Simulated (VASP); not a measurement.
## TiTe: single point with LDA

The system is TiTe.

```
Te Ti
1.0
     3.84200    0.00000    0.00000
    -1.92100    3.32727    0.00000
     0.00000    0.00000    6.40300
Te Ti
2 2
Direct
  0.66667 0.33333 0.75000
  0.33333 0.66667 0.25000
  0.00000 0.00000 0.50000
  0.00000 0.00000 0.00000
```

```yaml
Program: VASP 6.6.1
Task: single point
Functional: LDA
Potentials_or_basis: VASP PAW LDA potentials, release 64 (Te_GW, Ti_sv_GW)
Cutoff: 550 eV
k_mesh: 8 × 8 × 4
Occupations: gaussian, width 0.1 eV
Spin: no spin polarisation
Further_INCAR_settings: ALGO = Normal; EDIFF = 1e-07
```

The pressure is 0.1 GPa. The band gap on the k mesh is none (metal or under the smearing width).

Stress tensor (GPa, compression positive):
```
-1.63  0.00  0.00
 0.00 -1.63  0.00
 0.00  0.00  3.51
```

Levels at points of the mesh, in eV from the Fermi level:
| k point | band 16 | band 17 | band 18 | band 19 | band 20 | band 21 |
| --- | --- | --- | --- | --- | --- | --- |
| (0.00, 0.00, 0.00) | -0.85 | -0.85 | -0.57 | -0.57 | -0.43 | -0.43 |
| (0.50, 0.00, 0.00) | -2.99 | -1.90 | -0.09 | 0.53 | 0.68 | 0.79 |
| (0.00, 0.00, 0.50) | -2.90 | -0.05 | -0.05 | -0.05 | -0.05 | 0.29 |
| (0.50, 0.00, 0.50) | -3.45 | -0.91 | -0.91 | 0.82 | 0.82 | 1.05 |

Wall time 3.9 min on 1 thread of AMD EPYC 7571, with other jobs on the host, peak memory 0.19 GiB.

The run has no spin-orbit coupling, so splittings on Te are missing.
